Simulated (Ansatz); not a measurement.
## Rutile GeO2

The numbers are results of PBEsol+SOC (Ansatz, a quantum-chemistry and plane-wave program, PAW), not measurements.

Numerical settings: plane-wave cutoff 520 eV, 8×8×12 k mesh (along the axes of the cell as run), Fermi–Dirac smearing 0.01 eV, PAW data made under PBE.

Cell (measured lattice):

```yaml
crystal:
  lattice:
    - [4.39700, 0.00000, 0.00000]
    - [0.00000, 4.39700, 0.00000]
    - [0.00000, 0.00000, 2.86300]
  atoms:
    - { symbol: Ge, position: [0.00000, 0.00000, 0.00000] }
    - { symbol: Ge, position: [0.50000, 0.50000, 0.50000] }
    - { symbol: O, position: [0.30562, 0.30562, 0.00000] }
    - { symbol: O, position: [0.80562, 0.19438, 0.50000] }
    - { symbol: O, position: [0.19438, 0.80562, 0.50000] }
    - { symbol: O, position: [0.69438, 0.69438, 0.00000] }
```

* **band gap**: 1.85 eV (direct)

Measured, for comparison: band gap 4.68 eV (temperature not stated, no zero-point or thermal correction, direct (forbidden), UV absorption; as tabulated in Mengle et al. (2019), arXiv:1905.10301). Computed (rounded) less measured: band gap -2.83 eV.

Note: cell and atoms aren't relaxed at this level (pressure 5.3 GPa).

Computed values are for the static lattice.

Cost on a shared machine: roughly 2.3 core-minutes.
